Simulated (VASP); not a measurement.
# Nb (Im-3m) in VASP: a series of runs

One crystal, Nb, is run at these levels: PBEsol+D3(BJ)+U, LDA; tasks: elastic constants, phonons.

Everything below comes from runs of VASP 6.6.1. Logs are shortened: lines on timing, memory, paths and dates and some standing lists are left out, and cuts for length are marked.

## (1) Starting point

Symmetry: Im-3m, No. 229, cubic system. Conventional cell: a = 3.328 Å, b = 3.328 Å, c = 3.328 Å, α = 90.00°, β = 90.00°, γ = 90.00°. Around Nb (site symmetry m-3m) lie 8 Nb at 2.88 Å.

## (2) Elastic constants, PBEsol+D3(BJ)+U

POSCAR reads:

```
Nb
2.882
   -0.577359472588      0.577359472588      0.577359472588
    0.577359472588     -0.577359472588      0.577359472588
    0.577359472588      0.577359472588     -0.577359472588
Nb
1
Direct
    0.0000000000      0.0000000000      0.0000000000
```

INCAR.step1 reads:

```
SYSTEM = Nb
PREC = Accurate ; ENCUT = 600
EDIFF = 1E-8 ; ISMEAR = 0
SIGMA = 0.05 ; LREAL = .FALSE.
LASPH = .TRUE. ; NELM = 100
ALGO = Normal ; ISIF = 3
LWAVE = .FALSE. ; LCHARG = .FALSE.
LMAXMIX = 4 ; LDAU = .TRUE.
LDAUTYPE = 2 ; LDAUL = 2
LDAUU = 2 ; LDAUJ = 0.5
LDAUPRINT = 1 ; GGA = PS
IVDW = 12 ; IBRION = 2
NSW = 40 ; EDIFFG = -0.002
```

INCAR.step2 reads:

```
SYSTEM = Nb
PREC = Accurate ; ENCUT = 600
EDIFF = 1E-8 ; ISMEAR = 0
SIGMA = 0.05 ; LREAL = .FALSE.
LASPH = .TRUE. ; NELM = 100
ALGO = Normal ; ISIF = 3
LWAVE = .FALSE. ; LCHARG = .FALSE.
LMAXMIX = 4 ; LDAU = .TRUE.
LDAUTYPE = 2 ; LDAUL = 2
LDAUU = 2 ; LDAUJ = 0.5
LDAUPRINT = 1 ; GGA = PS
IVDW = 12 ; IBRION = 6
NFREE = 2 ; POTIM = 0.015
NSW = 1
```

KPOINTS reads:

```
regular mesh
0
G
  8 8 8
  0 0 0
```

Potentials or basis: VASP PAW PBE potentials, release 64 (Nb_sv).

Launch:

```sh
$ cat potpaw_PBE.64/Nb_sv/POTCAR > POTCAR
$ cp INCAR.step1 INCAR
$ mpirun -np 1 vasp_std > vasp.out
$ cp CONTCAR POSCAR
$ cp INCAR.step2 INCAR
$ mpirun -np 1 vasp_std > vasp.out
```

OUTCAR:

```text
SYSTEM = Nb
   PREC = Accurate
   ENCUT = 600
   EDIFF = 1E-8
   ISMEAR = 0
   LREAL = .FALSE.
   LASPH = .TRUE.
   NELM = 100
   ISIF = 3
   GGA = PS
   IVDW = 12
   IBRION = 6
   NFREE = 2
   POTIM = 0.015
   NSW = 1
 IVDW          = 12

 ion  position               nearest neighbor table
   1  0.000  0.000  0.000-

  LATTYP: Found a body centered cubic cell.
 ALAT       =     3.2590288607

  Lattice vectors:

 A1 = (  -1.6295144304,   1.6295144304,   1.6295144304)
 A2 = (   1.6295144304,  -1.6295144304,   1.6295144304)
 A3 = (   1.6295144304,   1.6295144304,  -1.6295144304)

Analysis of symmetry for initial positions (statically):
=====================================================================
 Subroutine PRICEL returns:
 Original cell was already a primitive cell.

 Routine SETGRP: Setting up the symmetry group for a
 body centered cubic supercell.

 Subroutine GETGRP returns: Found 48 space group operations
 (whereof 48 operations were pure point group operations)
 out of a pool of 48 trial point group operations.

The static configuration has the point symmetry O_h .

Analysis of symmetry for dynamics (positions and initial velocities):
=====================================================================
 Subroutine PRICEL returns:
 Original cell was already a primitive cell.

 Routine SETGRP: Setting up the symmetry group for a
 body centered cubic supercell.

 Subroutine GETGRP returns: Found 48 space group operations
 (whereof 48 operations were pure point group operations)
 out of a pool of 48 trial point group operations.

The dynamic configuration has the point symmetry O_h .

 Subroutine INISYM returns: Found 48 space group operations
 (whereof 48 operations are pure point group operations),
 and found     1 'primitive' translations

----------------------------------------------------------------------------------------

                                     Primitive cell

  volume of cell :      17.3075

  direct lattice vectors                    reciprocal lattice vectors
    -1.629514430  1.629514430  1.629514430     0.000000000  0.306839872  0.306839872
     1.629514430 -1.629514430  1.629514430     0.306839872  0.000000000  0.306839872
     1.629514430  1.629514430 -1.629514430     0.306839872  0.306839872  0.000000000

  length of vectors
     2.822401785  2.822401785  2.822401785     0.433937109  0.433937109  0.433937109

  position of ions in fractional coordinates (direct lattice)
     0.000000000  0.000000000  0.000000000

  ion indices of the primitive-cell ions
   primitive index   ion index
                 1           1

----------------------------------------------------------------------------------------

 KPOINTS: regular mesh

Automatic generation of k-mesh.
 Grid dimensions read from file:
 generate k-points for:    8    8    8

 Generating k-lattice:

  Cartesian coordinates                     Fractional coordinates (reciprocal lattice)
     0.000000000  0.038354984  0.038354984     0.125000000  0.000000000  0.000000000
     0.038354984  0.000000000  0.038354984     0.000000000  0.125000000  0.000000000
     0.038354984  0.038354984  0.000000000     0.000000000  0.000000000  0.125000000

  Length of vectors
     0.054242139  0.054242139  0.054242139

[... 290 lines left out ...]
  free  energy   TOTEN  =       -10.3562854505 eV

  energy  without entropy=      -10.3543452586  energy(sigma->0) =      -10.35531535

atom =   1  type =  1  l = 2

 onsite density matrix

spin component  1

  0.2723  0.0000  0.0000  0.0000  0.0000
  0.0000  0.2723  0.0000 -0.0000 -0.0000
  0.0000  0.0000  0.2042  0.0000  0.0000
  0.0000 -0.0000  0.0000  0.2723 -0.0000
  0.0000 -0.0000  0.0000 -0.0000  0.2042

spin component  2

  0.2723  0.0000  0.0000  0.0000  0.0000
  0.0000  0.2723  0.0000 -0.0000 -0.0000
  0.0000  0.0000  0.2042  0.0000  0.0000
  0.0000 -0.0000  0.0000  0.2723 -0.0000
  0.0000 -0.0000  0.0000 -0.0000  0.2042

 occupancies and eigenvectors

  o =  0.2042  v = -0.0000  0.0000  0.8687 -0.0000 -0.4954  0.0000  0.0000  0.0000  0.0000  0.0000      0.0000  0.0000  0.0000  0.0000  0.0000  0.0000  0.0000  0.0000  0.0000  0.0000
  o =  0.2042  v =  0.0000  0.0000  0.0000  0.0000  0.0000 -0.0000  0.0000  0.8687 -0.0000 -0.4954      0.0000  0.0000  0.0000  0.0000  0.0000  0.0000  0.0000  0.0000  0.0000  0.0000
  o =  0.2042  v =  0.0000  0.0000 -0.4954  0.0000 -0.8687  0.0000  0.0000  0.0000  0.0000  0.0000      0.0000  0.0000  0.0000  0.0000  0.0000  0.0000  0.0000  0.0000  0.0000  0.0000
  o =  0.2042  v =  0.0000  0.0000  0.0000  0.0000  0.0000  0.0000  0.0000 -0.4954  0.0000 -0.8687      0.0000  0.0000  0.0000  0.0000  0.0000  0.0000  0.0000  0.0000  0.0000  0.0000
  o =  0.2723  v =  0.0000  0.0000  0.0000  0.0000  0.0000 -0.7131  0.7011 -0.0000  0.0000  0.0000      0.0000  0.0000  0.0000  0.0000  0.0000  0.0000  0.0000  0.0000  0.0000  0.0000
  o =  0.2723  v = -0.7131  0.7011 -0.0000  0.0000  0.0000  0.0000  0.0000  0.0000  0.0000  0.0000      0.0000  0.0000  0.0000  0.0000  0.0000  0.0000  0.0000  0.0000  0.0000  0.0000
  o =  0.2723  v = -0.0000 -0.0000  0.0000  1.0000 -0.0000  0.0000  0.0000  0.0000  0.0000  0.0000      0.0000  0.0000  0.0000  0.0000  0.0000  0.0000  0.0000  0.0000  0.0000  0.0000
  o =  0.2723  v =  0.0000  0.0000  0.0000  0.0000  0.0000 -0.0000 -0.0000  0.0000  1.0000 -0.0000      0.0000  0.0000  0.0000  0.0000  0.0000  0.0000  0.0000  0.0000  0.0000  0.0000
  o =  0.2723  v =  0.0000  0.0000  0.0000  0.0000  0.0000 -0.7011 -0.7131 -0.0000 -0.0000 -0.0000      0.0000  0.0000  0.0000  0.0000  0.0000  0.0000  0.0000  0.0000  0.0000  0.0000
  o =  0.2723  v = -0.7011 -0.7131 -0.0000 -0.0000 -0.0000  0.0000  0.0000  0.0000  0.0000  0.0000      0.0000  0.0000  0.0000  0.0000  0.0000  0.0000  0.0000  0.0000  0.0000  0.0000

 number of electron      13.0000001 magnetization

 Free energy of the ion-electron system (eV)
  ---------------------------------------------------
  ext. energy  EPLUGINS =         0.00000000
  ---------------------------------------------------
  free energy    TOTEN  =        -9.57307002 eV

  energy without entropy =       -9.57112983  energy(sigma->0) =       -9.57209993

 E-fermi :  11.6037     XC(G=0): -12.8532

 val. band max:       11.5772301123   @ k =   0.3750   0.2500  -0.0000
 cond. band min:      11.6517408135   @ k =   0.2500   0.0000   0.0000
 fundamental gap:      0.0745107012
 Fermi energy:        11.6037150150

 k-point     1 :       0.0000    0.0000    0.0000
  band No.  band energies     occupation
      1     -42.7255      2.00000
      2     -17.9397      2.00000
      3     -17.9397      2.00000
      4     -17.9397      2.00000
      5       5.5400      2.00000
      6      12.1766      0.00000
      7      12.1766      0.00000
      8      12.1766      0.00000
      9      15.3126      0.00000
     10      15.3126      0.00000
[... 287 lines left out ...]
 k-point    24 :      -0.3750    0.3750    0.2500
  band No.  band energies     occupation
      1     -42.3740      2.00000
      2     -19.0822      2.00000
      3     -18.6382      2.00000
      4     -18.5038      2.00000
      5       9.2716      2.00000
      6       9.8150      2.00000
      7      12.7783      0.00000
      8      13.5676      0.00000
      9      16.5234      0.00000
     10      17.8472      0.00000

 [... further k-points ...]

--------------------------------------- Ionic step       15  -------------------------------------------

------------------------ aborting loop because EDIFF is reached ----------------------------------------

 Edisp (eV)   -0.78322
[... 26 lines left out ...]
  FREE ENERGIE OF THE ION-ELECTRON SYSTEM (eV)
  ---------------------------------------------------
  free  energy   TOTEN  =       -10.3562854641 eV

  energy  without entropy=      -10.3543452795  energy(sigma->0) =      -10.35531537

 INTERNAL STRAIN TENSORS FROM STRAINED CELLS
 ============================================

 INTERNAL STRAIN TENSOR FOR ION    1 for displacements in x,y,z  (eV/Angst):
          X           Y           Z          XY          YZ          ZX
  --------------------------------------------------------------------------------
  x    -0.00000     0.00000    -0.00000    -0.00000     0.00000     0.00000
  y     0.00000     0.00000     0.00000    -0.00000     0.00000     0.00000
  z     0.00000    -0.00000    -0.00000     0.00000    -0.00000     0.00000

 INTERNAL STRAIN TENSORS FROM DISPLACED ATOMS
 ============================================

 INTERNAL STRAIN TENSOR FOR ION    1 for displacements in x,y,z  (eV/Angst):
          X           Y           Z          XY          YZ          ZX
  --------------------------------------------------------------------------------
  x     0.00000     0.00000     0.00000     0.00000     0.00000     0.00000
  y     0.00000     0.00000     0.00000     0.00000     0.00000     0.00000
  z     0.00000     0.00000     0.00000     0.00000     0.00000     0.00000

 Eigenvectors and eigenvalues of the dynamical matrix
 ----------------------------------------------------

   1 f  =    0.000000 THz     0.000000 2PiTHz    0.000000 cm-1     0.000000 meV
             X         Y         Z           dx          dy          dz
      0.000000  0.000000  0.000000    -0.136637   -0.990621    0.000000

   2 f  =    0.000000 THz     0.000000 2PiTHz    0.000000 cm-1     0.000000 meV
             X         Y         Z           dx          dy          dz
      0.000000  0.000000  0.000000     0.990621   -0.136637    0.000000

   3 f  =    0.000000 THz     0.000000 2PiTHz    0.000000 cm-1     0.000000 meV
             X         Y         Z           dx          dy          dz
      0.000000  0.000000  0.000000     0.000000    0.000000    1.000000

--------------------------------------------------------------------------------------------------------

 ELASTIC MODULI CONTR FROM IONIC RELAXATION (kBar)
 Direction    XX          YY          ZZ          XY          YZ          ZX
 --------------------------------------------------------------------------------
 XX           0.0000      0.0000      0.0000      0.0000      0.0000      0.0000
 YY           0.0000      0.0000      0.0000      0.0000      0.0000      0.0000
 ZZ           0.0000      0.0000      0.0000      0.0000      0.0000      0.0000
 XY           0.0000      0.0000      0.0000      0.0000      0.0000      0.0000
 YZ           0.0000      0.0000      0.0000      0.0000      0.0000      0.0000
 ZX           0.0000      0.0000      0.0000      0.0000      0.0000      0.0000
 --------------------------------------------------------------------------------

 TOTAL ELASTIC MODULI (kBar)
 Direction    XX          YY          ZZ          XY          YZ          ZX
 --------------------------------------------------------------------------------
 XX        2888.8290   1553.6225   1553.6225     -0.0000     -0.0000      0.0000
 YY        1553.6225   2888.8290   1553.6225      0.0000     -0.0000     -0.0000
 ZZ        1553.6225   1553.6225   2888.8290     -0.0000     -0.0000      0.0000
 XY          -0.0000      0.0000     -0.0000    463.6610      0.0000     -0.0000
 YZ          -0.0000     -0.0000     -0.0000      0.0000    463.6610     -0.0000
 ZX           0.0000     -0.0000      0.0000     -0.0000     -0.0000    463.6610
 --------------------------------------------------------------------------------
```

Wall time 3.6 min (1 thread of Intel Xeon Platinum 8488C (Sapphire Rapids), shared host); peak memory 0.21 GiB.

Results:

| Property | Result |
| --- | --- |
| Relaxed volume | 17.31 Å³/atom |
| Relaxed cell | a = 2.822 Å, b = 2.822 Å, c = 2.822 Å, α = 109.47°, β = 109.47°, γ = 109.47° |
| Space group after relaxing (to 0.05 Å) | Im-3m (No. 229) |
| Elastic constants C11, C12, C44 | 289, 155, 46 GPa |
| Voigt bulk modulus | 200 GPa |
| Dispersion energy per atom | -0.783 eV |

Step by step:
```csv
step,energy change (eV),largest force (eV/Å),pressure (GPa),volume (Å³)
1,0.0000,0.0000,-11.06,18.43
2,0.1470,0.0000,31.87,15.24
3,-0.0401,0.0000,-0.61,17.36
4,-0.0402,0.0000,-0.09,17.32
5,-0.0402,0.0000,0.16,17.29
6,-0.0402,0.0000,-0.26,17.33
7,-0.0402,0.0000,0.01,17.31
```

Final structure:
```
CELL_PARAMETERS angstrom
-1.62951 1.62951 1.62951
1.62951 -1.62951 1.62951
1.62951 1.62951 -1.62951
ATOMIC_POSITIONS crystal
Nb 0.00000 0.00000 0.00000
```

Elastic tensor in Voigt notation (GPa, in the Cartesian axes of the cell as first typed):
```
289 155 155   0   0   0
155 289 155   0   0   0
155 155 289   0   0   0
  0   0   0  46   0   0
  0   0   0   0  46   0
  0   0   0   0   0  46
```

Eigenvalues of the final occupation matrices:
```csv
site,spin,trace,eigenvalues
site 1 d,1,1.23,0.20 0.20 0.27 0.27 0.27
site 1 d,2,1.23,0.20 0.20 0.27 0.27 0.27
```

Clamped-ion elastic tensor (GPa):
```
289 155 155   0   0   0
155 289 155   0   0   0
155 155 289   0   0   0
  0   0   0  46   0   0
  0   0   0   0  46   0
  0   0   0   0   0  46
```

Caveat: the PAW data sets were made with another functional, which shifts forces and pressure a little; the U is typed as a test and isn't derived for this compound.

[end of part 1 of 2]
